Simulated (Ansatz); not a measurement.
WC in Ansatz: the effect of functional

Crystal: WC.

```
CELL_PARAMETERS angstrom
0.00000 2.14792 2.14792
2.14792 0.00000 2.14792
2.14792 2.14792 0.00000
ATOMIC_POSITIONS crystal
W 0.00000 0.00000 0.00000
C 0.50000 0.50000 0.50000
```

Measurements of this composition are mostly on another form, of space group No. 187.

The cell isn't the ideal one: volume scaled by 0.94.

Alike in all runs:

* Program: Ansatz 0.2.0
* Task: single point
* Potentials or basis: Ansatz PAW
* k mesh: 10 × 10 × 10
* Occupations: fermi-dirac, width 0.05 eV
* Spin: no spin polarisation

```csv
functional,cutoff,pressure (GPa)
LDA,420 eV (not typed: the program's choice for these potentials),7.7
PBEsol,420 eV (not typed: the program's choice for these potentials),14.3
r2SCAN,500 eV (not typed: the program's choice for these potentials),?
```

**Question.** What does the run with functional r2SCAN give?

**Answer.** Pressure 20.0 GPa.

Caveats: the PAW data sets come from PBE, with cores solved anew for the run's functional, which leaves a small shift of forces and pressure.
